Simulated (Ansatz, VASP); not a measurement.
LiF: VASP beside Ansatz

```
CELL_PARAMETERS angstrom
-0.09629 1.96703 1.96703
1.96703 -0.09629 1.96703
1.96703 1.96703 -0.09629
ATOMIC_POSITIONS crystal
Li 0.00000 0.00000 0.00000
F 0.50000 0.50000 0.50000
```

Alike in both runs: task single point; functional PBE; k mesh 12 × 12 × 12; occupations gaussian, width 0.05 eV; no spin polarisation.

|  | VASP | Ansatz |
| --- | --- | --- |
| version | VASP 6.6.1 | Ansatz 0.2.0 |
| potentials or method | VASP PAW PBE potentials, release 64 (Li_sv, F) | scalar-relativistic, plane waves, PAW |
| plane-wave cutoff (eV) | 520 | 420 |
| valence electrons in the cell | 10 | 10 |

|  | VASP | Ansatz | Ansatz less VASP |
| --- | --- | --- | --- |
| gap on the k mesh at the Fermi level (eV) | 8.83 | 8.83 | 0.000 |
| least direct gap on the mesh (eV) | 8.83 | 8.83 | 0.000 |

 A k mesh can miss the band edges. As with any semilocal functional, this PBE gap is likely too small.
